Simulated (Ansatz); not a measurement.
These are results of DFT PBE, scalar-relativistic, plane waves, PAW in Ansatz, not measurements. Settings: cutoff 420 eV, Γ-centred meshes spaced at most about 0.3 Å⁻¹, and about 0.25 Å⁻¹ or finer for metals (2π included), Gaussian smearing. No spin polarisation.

These are static total energies at zero pressure.

Question: Order these relaxed structures of BiTe4 by energy, lowest first, with the energy over the lowest of them.
A.

```
Bi Te
1.0
     4.07727   -4.72052    0.00000
     4.07727    4.72052    0.00000
     0.00000    0.00000    4.53552
Bi Te
1 4
Direct
  0.00000 0.00000 0.00000
  0.72809 0.72809 0.50000
  0.27191 0.27191 0.50000
  0.66288 0.33712 0.00000
  0.33712 0.66288 0.00000
```

B.

```
Bi Te
1.0
     5.69148    0.00000    0.00000
     0.00000    5.69148    0.00000
     0.00000    0.00000    5.69148
Bi Te
1 4
Direct
  0.00000 0.00000 0.00000
  0.30197 0.30197 0.30197
  0.69803 0.69803 0.30197
  0.30197 0.69803 0.69803
  0.69803 0.30197 0.69803
```

Answer: A (0 meV/atom), B (131 meV/atom). Forms: A Cmmm; B P-43m. Counting Te atoms around Bi (those within 1.25 times the shortest such distance or 1.15 times the sum of covalent radii): A has Bi 6; B has Bi 4. Both come from invented guesses. The lowest form computed isn't among them: it has space group I4/mmm (No. 139), 35.3 Å³/atom and lies 28 meV/atom below the best shown. Even the lowest of the cells shown lies +0.23 eV/atom against the elements.

These runs have no spin–orbit coupling, which can matter for Bi and Te. In Cmmm, P-43m an odd number of electrons in the primitive cell allows no gap without spin; a larger cell or a magnetic state could open one. Cells relaxed within their symmetry can be saddle points. Some types were kept out of the candidates beforehand, so the set may lack a known form.
